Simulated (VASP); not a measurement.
# Sn (Fd-3m) in VASP: band structure with PBE

Aim: the band structure of Sn with PBE.

Everything below comes from runs of VASP 6.6.1. Logs are shortened: lines on timing, memory, paths and dates and some standing lists are left out, and cuts for length are marked.

## (1) Starting point

It takes space group Fd-3m (No. 227, cubic). The conventional cell has a = 6.467 Å, b = 6.467 Å, c = 6.467 Å, α = 90.00°, β = 90.00°, γ = 90.00°. Sn (site symmetry -43m) has 4 Sn at 2.80 Å as nearest neighbours.

This isn't the form of Sn at room conditions, which is tetragonal (white tin).

## (2) Band structure, PBE

POSCAR reads:

```
Sn
1.0
    0.0000000000      3.2333428000      3.2333428000
    3.2333428000      0.0000000000      3.2333428000
    3.2333428000      3.2333428000      0.0000000000
Sn
2
Direct
    0.0000000000      0.0000000000      0.0000000000
    0.2500000000      0.2500000000      0.2500000000
```

INCAR.step1 reads:

```
SYSTEM = Sn
ALGO = Normal
EDIFF = 1E-7
ENCUT = 520
GGA = PE
ISIF = 2
ISMEAR = 0
LASPH = .True.
LCHARG = .True.
LREAL = .False.
LWAVE = .False.
NBANDS = 21
NELM = 60
PREC = Accurate
SIGMA = 0.02
```

KPOINTS.step1 reads:

```
k-points
0
Gamma
  8 8 8
  0 0 0
```

INCAR.step2 reads:

```
SYSTEM = Sn
ALGO = Normal
EDIFF = 1E-7
ENCUT = 520
GGA = PE
ICHARG = 11
ISIF = 2
ISMEAR = 0
LASPH = .True.
LCHARG = .False.
LREAL = .False.
LWAVE = .False.
NBANDS = 21
NELM = 60
PREC = Accurate
SIGMA = 0.05
```

KPOINTS.step2 reads:

```
path GXWKGLUWLK,UX
10
line-mode
reciprocal
 0.0000000000  0.0000000000  0.0000000000  G
 0.5000000000  0.0000000000  0.5000000000  X

 0.5000000000  0.0000000000  0.5000000000  X
 0.5000000000  0.2500000000  0.7500000000  W

 0.5000000000  0.2500000000  0.7500000000  W
 0.3750000000  0.3750000000  0.7500000000  K

 0.3750000000  0.3750000000  0.7500000000  K
 0.0000000000  0.0000000000  0.0000000000  G

 0.0000000000  0.0000000000  0.0000000000  G
 0.5000000000  0.5000000000  0.5000000000  L

 0.5000000000  0.5000000000  0.5000000000  L
 0.6250000000  0.2500000000  0.6250000000  U

 0.6250000000  0.2500000000  0.6250000000  U
 0.5000000000  0.2500000000  0.7500000000  W

 0.5000000000  0.2500000000  0.7500000000  W
 0.5000000000  0.5000000000  0.5000000000  L

 0.5000000000  0.5000000000  0.5000000000  L
 0.3750000000  0.3750000000  0.7500000000  K

 0.6250000000  0.2500000000  0.6250000000  U
 0.5000000000  0.0000000000  0.5000000000  X
```

Potentials or basis: VASP PAW PBE potentials, release 64 (Sn_d).

Started as:

```bash
$ cat potpaw_PBE.64/Sn_d/POTCAR > POTCAR
$ cp INCAR.step1 INCAR
$ cp KPOINTS.step1 KPOINTS
$ mpirun -np 1 vasp_std > vasp.out
$ cp INCAR.step2 INCAR
$ cp KPOINTS.step2 KPOINTS
$ mpirun -np 1 vasp_std > vasp.out
```

OUTCAR:

```text
SYSTEM = Sn
   EDIFF = 1E-7
   ENCUT = 520
   GGA = PE
   ICHARG = 11
   ISIF = 2
   ISMEAR = 0
   LASPH = .True.
   LREAL = .False.
   NELM = 60
   PREC = Accurate

 ion  position               nearest neighbor table
   1  0.000  0.000  0.000-   2 2.80   2 2.80   2 2.80   2 2.80
   2  0.250  0.250  0.250-   1 2.80   1 2.80   1 2.80   1 2.80

  LATTYP: Found a face centered cubic cell.
 ALAT       =     6.4666856000

  Lattice vectors:

 A1 = (   0.0000000000,   3.2333428000,   3.2333428000)
 A2 = (   3.2333428000,   0.0000000000,   3.2333428000)
 A3 = (   3.2333428000,   3.2333428000,   0.0000000000)

Analysis of symmetry for initial positions (statically):
=====================================================================
 Subroutine PRICEL returns:
 Original cell was already a primitive cell.

 Routine SETGRP: Setting up the symmetry group for a
 face centered cubic supercell.

 Subroutine GETGRP returns: Found 48 space group operations
 (whereof 24 operations were pure point group operations)
 out of a pool of 48 trial point group operations.

The static configuration has the point symmetry T_d .
 The point group associated with its full space group is O_h .

Analysis of symmetry for dynamics (positions and initial velocities):
=====================================================================
 Subroutine PRICEL returns:
 Original cell was already a primitive cell.

 Routine SETGRP: Setting up the symmetry group for a
 face centered cubic supercell.

 Subroutine GETGRP returns: Found 48 space group operations
 (whereof 24 operations were pure point group operations)
 out of a pool of 48 trial point group operations.

The dynamic configuration has the point symmetry T_d .
 The point group associated with its full space group is O_h .

 Subroutine INISYM returns: Found 48 space group operations
 (whereof 24 operations are pure point group operations),
 and found     1 'primitive' translations

----------------------------------------------------------------------------------------

                                     Primitive cell

  volume of cell :      67.6060

  direct lattice vectors                    reciprocal lattice vectors
     0.000000000  3.233342800  3.233342800    -0.154638723  0.154638723  0.154638723
     3.233342800  0.000000000  3.233342800     0.154638723 -0.154638723  0.154638723
     3.233342800  3.233342800  0.000000000     0.154638723  0.154638723 -0.154638723

  length of vectors
     4.572637240  4.572637240  4.572637240     0.267842124  0.267842124  0.267842124

  position of ions in fractional coordinates (direct lattice)
     0.000000000  0.000000000  0.000000000
     0.250000000  0.250000000  0.250000000

  ion indices of the primitive-cell ions
   primitive index   ion index
                 1           1
                 2           2

----------------------------------------------------------------------------------------

 KPOINTS: path GXWKGLUWLK,UX

Interpolating k-points between supplied coordinates.

 Line segments in fractional coordinates (reciprocal lattice):
    0.000000  0.000000  0.000000  ...  0.500000  0.000000  0.500000
    0.500000  0.000000  0.500000  ...  0.500000  0.250000  0.750000
    0.500000  0.250000  0.750000  ...  0.375000  0.375000  0.750000
    0.375000  0.375000  0.750000  ...  0.000000  0.000000  0.000000
    0.000000  0.000000  0.000000  ...  0.500000  0.500000  0.500000
    0.500000  0.500000  0.500000  ...  0.625000  0.250000  0.625000
    0.625000  0.250000  0.625000  ...  0.500000  0.250000  0.750000
    0.500000  0.250000  0.750000  ...  0.500000  0.500000  0.500000
    0.500000  0.500000  0.500000  ...  0.375000  0.375000  0.750000
    0.625000  0.250000  0.625000  ...  0.500000  0.000000  0.500000

 Generated    10 points on each line segment, for a total of    100 k-points:

 Following reciprocal coordinates:
            Coordinates               Weight
  0.000000  0.000000  0.000000      0.010000
  0.055556  0.000000  0.055556      0.010000
  0.111111  0.000000  0.111111      0.010000
  0.166667  0.000000  0.166667      0.010000
  0.222222  0.000000  0.222222      0.010000
  0.277778  0.000000  0.277778      0.010000
[... 16 lines left out ...]
  0.472222  0.277778  0.750000      0.010000
  0.458333  0.291667  0.750000      0.010000
 [... further k-points ...]
   k-points           NKPTS =    100   k-points in BZ     NKDIM =    100   number of bands    NBANDS=     21
   number of dos      NEDOS =    301   number of ions     NIONS =      2
   total plane-waves  NPLWV =  46656
   dimension x,y,z NGX =    36 NGY =   36 NGZ =   36
   dimension x,y,z NGXF=    72 NGYF=   72 NGZF=   72
   ions per type =               2
   NGX,Y,Z   is equivalent  to a cutoff of  13.09, 13.09, 13.09 a.u.
   NGXF,Y,Z  is equivalent  to a cutoff of  26.18, 26.18, 26.18 a.u.
 SYSTEM =  Sn
   PREC   = accura    normal or accurate (medium, high low for compatibility)
   ISTART =      0    job   : 0-new  1-cont  2-samecut
   ICHARG =     11    charge: 1-file 2-atom 10-const
   ISPIN  =      1    spin polarized calculation?
   LNONCOLLINEAR =      F non collinear calculations
   LSORBIT =      F    spin-orbit coupling
   LASPH  =      T    aspherical Exc in radial PAW
   ENCUT  =  520.0 eV  38.22 Ry    6.18 a.u.   8.50  8.50  8.50*2*pi/ulx,y,z
   NELM   =     60;   NELMIN=  2; NELMDL=  0     # of ELM steps
   EDIFF  = 0.1E-06   stopping-criterion for ELM
   LREAL  =      F    real-space projection
   EDIFFG = 0.1E-05   stopping-criterion for IOM
   NSW    =      0    number of steps for IOM
   IBRION =     -1    ionic relax: 0-MD 1-quasi-New 2-CG
   NFREE  =      0    steps in history (QN), initial steepest desc. (CG)
   ISIF   =      2    stress and relaxation
   ISYM   =      2    0-nonsym 1-usesym 2-fastsym
   POTIM  = 0.5000    time-step for ionic-motion
   TEBEG  =    0.0;   TEEND  =   0.0 temperature during run
   PSTRESS=    0.0 pullay stress
   NELECT =      28.0000    total number of electrons
   NUPDOWN=      -1.0000    fix difference up-down
   EMIN   =  10.00;   EMAX   =-10.00  energy-range for DOS
   EFERMI =   0.00;   METHOD = LEGACY
   ISMEAR =     0;   SIGMA  =   0.05  broadening in eV -4-tet -1-fermi 0-gaus
   EFERMI_NEDOS =   21; number of points for ismear=-14 and -15
   IALGO  =     38    algorithm
   IMIX   =      4    mixing-type and parameters
     AMIX     =   0.40;   BMIX     =  1.00
     AMIX_MAG =   1.60;   BMIX_MAG =  1.00
  volume/ion in A,a.u.               =      33.80       228.11
  Fermi-wavevector in a.u.,A,eV,Ry     =   1.220298  2.306028 20.260793  1.489126
  Thomas-Fermi vector in A             =   2.355520
   LORBIT       =      0    0 simple, 1 ext, 2 COOP (PROOUT), +10 PAW based schemes
   GGA     = PE    functional components
   LHFCALC =     F    Hartree Fock is set to
   AEXX    =    0.0000 exact exchange contribution
   IVDW    =     0    specifies the selected vdW correction
   LEPSILON=     F    determine dielectric tensor
   LRPA    =     F    only Hartree local field effects (RPA)
 non-spin polarized calculation
 Gauss-broadening in eV      SIGMA  =   0.05
  energy-cutoff  :      520.00
  volume of cell :       67.61
 maximum number of plane-waves:      1853
 NGX is ok and might be reduce to    36

 number of electron      28.0000008 magnetization

 Free energy of the ion-electron system (eV)
  ---------------------------------------------------
  ext. energy  EPLUGINS =         0.00000000
  ---------------------------------------------------
  free energy    TOTEN  =        -7.69326934 eV

  energy without entropy =       -7.68985315  energy(sigma->0) =       -7.69156124

 E-fermi :   5.8154     XC(G=0):  -8.9207

 val. band max:        5.8040880734   @ k =   0.0417   0.0417   0.0833
 cond. band min:       5.8410398969   @ k =   0.0000   0.0000   0.0000
 fundamental gap:      0.0369518235
 Fermi energy:         5.8153555866

 k-point     1 :       0.0000    0.0000    0.0000
  band No.  band energies     occupation
      1     -15.9491      2.00000
      2     -15.9491      2.00000
      3     -15.9491      2.00000
      4     -15.8874      2.00000
      5     -15.8874      2.00000
      6     -15.5701      2.00000
[... 13 lines left out ...]
     20      13.7424      0.00000
     21      13.7424      0.00000

 k-point     2 :       0.0556    0.0000    0.0556
  band No.  band energies     occupation
      1     -15.9517      2.00000
      2     -15.9510      2.00000
      3     -15.9510      2.00000
      4     -15.8849      2.00000
      5     -15.8799      2.00000
      6     -15.5886      2.00000
[... 13 lines left out ...]
     20      12.9318      0.00000
     21      13.7766      0.00000

 k-point     3 :       0.1111    0.0000    0.1111
  band No.  band energies     occupation
      1     -15.9562      2.00000
      2     -15.9562      2.00000
      3     -15.9562      2.00000
      4     -15.8773      2.00000
      5     -15.8610      2.00000
      6     -15.6165      2.00000
[... 13 lines left out ...]
     20      12.0666      0.00000
     21      13.8794      0.00000

 k-point     4 :       0.1667    0.0000    0.1667
  band No.  band energies     occupation
      1     -15.9639      2.00000
      2     -15.9639      2.00000
      3     -15.9582      2.00000
      4     -15.8649      2.00000
      5     -15.8352      2.00000
      6     -15.6488      2.00000
[... 13 lines left out ...]
     20      12.3813      0.00000
     21      14.0512      0.00000

 k-point     5 :       0.2222    0.0000    0.2222
  band No.  band energies     occupation
      1     -15.9729      2.00000
      2     -15.9729      2.00000
      3     -15.9557      2.00000
      4     -15.8482      2.00000
      5     -15.8052      2.00000
      6     -15.6841      2.00000
[... 13 lines left out ...]
     20      13.3014      0.00000
     21      14.2923      0.00000
[... 382 lines left out ...]
     20      14.8973      0.00000
     21      16.0637      0.00000

 k-point    22 :       0.4861    0.2639    0.7500
  band No.  band energies     occupation
      1     -16.0209      2.00000
      2     -16.0185      2.00000
      3     -15.8117      2.00000
      4     -15.7977      2.00000
      5     -15.7354      2.00000
      6     -15.7261      2.00000
[... 13 lines left out ...]
     20      15.0798      0.00000
     21      15.9017      0.00000

 k-point    23 :       0.4722    0.2778    0.7500
  band No.  band energies     occupation
      1     -16.0217      2.00000
      2     -16.0166      2.00000
      3     -15.8199      2.00000
      4     -15.7922      2.00000
      5     -15.7384      2.00000
      6     -15.7219      2.00000
[... 13 lines left out ...]
     20      15.1279      0.00000
     21      15.8474      0.00000

 k-point    24 :       0.4583    0.2917    0.7500
  band No.  band energies     occupation
      1     -16.0225      2.00000
      2     -16.0143      2.00000
      3     -15.8286      2.00000
      4     -15.7876      2.00000
      5     -15.7401      2.00000
      6     -15.7185      2.00000
[... 13 lines left out ...]
     20      14.9869      0.00000
     21      15.9589      0.00000

 [... further k-points ...]

------------------------ aborting loop because EDIFF is reached ----------------------------------------

  FORCE on cell =-STRESS in cart. coord.  units (eV):
  Direction    XX          YY          ZZ          XY          YZ          ZX
  --------------------------------------------------------------------------------------
  -------------------------------------------------------------------------------------
  Total        2.7388917      2.7388917      2.7388917      0.0000000      0.0000000     -0.0000000
  in kB       64.9082936     64.9082936     64.9082936      0.0000000      0.0000000     -0.0000000
  external PRESSURE =      64.9082936 kB  Pullay stress =       0.0000000 kB

 VOLUME and BASIS-vectors are now :
 -----------------------------------------------------------------------------
  energy-cutoff  :      520.00
  volume of cell :       67.61
      direct lattice vectors                 reciprocal lattice vectors
     0.000000000  3.233342800  3.233342800    -0.154638723  0.154638723  0.154638723
     3.233342800  0.000000000  3.233342800     0.154638723 -0.154638723  0.154638723
     3.233342800  3.233342800  0.000000000     0.154638723  0.154638723 -0.154638723

 POSITION                                       TOTAL-FORCE (eV/Angst)
 -----------------------------------------------------------------------------------
      0.00000      0.00000      0.00000        -0.000000     -0.000000     -0.000000
      1.61667      1.61667      1.61667         0.000000      0.000000      0.000000
 -----------------------------------------------------------------------------------
    total drift:                                0.000000      0.000000      0.000000

  FREE ENERGIE OF THE ION-ELECTRON SYSTEM (eV)
  ---------------------------------------------------
  free  energy   TOTEN  =        -7.6932693417 eV

  energy  without entropy=       -7.6898531469  energy(sigma->0) =       -7.69156124
```

It took 1.7 min on 1 thread of Intel Xeon Platinum 8259CL at 2.50GHz (Skylake/Cascade Lake), shared host; peak memory 0.26 GiB.

What came out:

```
Band gap along the path : none (metal or under the smearing width)
```

Levels at the corners of the path, in eV from the Fermi level:
| point | band 10 | band 11 | band 12 | band 13 | band 14 | band 15 | band 16 | band 17 | band 18 | band 19 |
| --- | --- | --- | --- | --- | --- | --- | --- | --- | --- | --- |
| Γ | -21.33 | -10.69 | -0.58 | 0.07 | 0.07 | 0.07 | 2.15 | 2.15 | 2.15 | 5.01 |
| X | -21.26 | -7.56 | -7.56 | -2.51 | -2.51 | 0.80 | 0.80 | 7.78 | 7.78 | 9.38 |
| X | -21.26 | -7.56 | -7.56 | -2.51 | -2.51 | 0.80 | 0.80 | 7.78 | 7.78 | 9.38 |
| W | -21.24 | -7.50 | -7.50 | -3.10 | -3.10 | 3.44 | 3.44 | 4.03 | 4.03 | 9.13 |
| W | -21.24 | -7.50 | -7.50 | -3.10 | -3.10 | 3.44 | 3.44 | 4.03 | 4.03 | 9.13 |
| K | -21.24 | -7.97 | -7.07 | -3.43 | -2.15 | 1.08 | 3.37 | 5.80 | 6.03 | 6.81 |
| K | -21.24 | -7.97 | -7.07 | -3.43 | -2.15 | 1.08 | 3.37 | 5.80 | 6.03 | 6.81 |
| Γ | -21.33 | -10.69 | -0.58 | 0.07 | 0.07 | 0.07 | 2.15 | 2.15 | 2.15 | 5.01 |
| Γ | -21.33 | -10.69 | -0.58 | 0.07 | 0.07 | 0.07 | 2.15 | 2.15 | 2.15 | 5.01 |
| L | -21.28 | -9.05 | -6.35 | -1.15 | -1.15 | 0.00 | 3.22 | 3.22 | 5.63 | 8.55 |
| L | -21.28 | -9.05 | -6.35 | -1.15 | -1.15 | 0.00 | 3.22 | 3.22 | 5.63 | 8.55 |
| U | -21.24 | -7.97 | -7.07 | -3.43 | -2.15 | 1.08 | 3.37 | 5.80 | 6.03 | 6.81 |
| U | -21.24 | -7.97 | -7.07 | -3.43 | -2.15 | 1.08 | 3.37 | 5.80 | 6.03 | 6.81 |
| W | -21.24 | -7.50 | -7.50 | -3.10 | -3.10 | 3.44 | 3.44 | 4.03 | 4.03 | 9.13 |
| W | -21.24 | -7.50 | -7.50 | -3.10 | -3.10 | 3.44 | 3.44 | 4.03 | 4.03 | 9.13 |
| L | -21.28 | -9.05 | -6.35 | -1.15 | -1.15 | 0.00 | 3.22 | 3.22 | 5.63 | 8.55 |
| L | -21.28 | -9.05 | -6.35 | -1.15 | -1.15 | 0.00 | 3.22 | 3.22 | 5.63 | 8.55 |
| K | -21.24 | -7.97 | -7.07 | -3.43 | -2.15 | 1.08 | 3.37 | 5.80 | 6.03 | 6.81 |
| U | -21.24 | -7.97 | -7.07 | -3.43 | -2.15 | 1.08 | 3.37 | 5.80 | 6.03 | 6.81 |
| X | -21.26 | -7.56 | -7.56 | -2.51 | -2.51 | 0.80 | 0.80 | 7.78 | 7.78 | 9.38 |

Caveat: the log is that of the step along the path at fixed density, whose energy, stress, charges and moments have no meaning; spin-orbit coupling is left out, which moves the levels of the heavy elements.
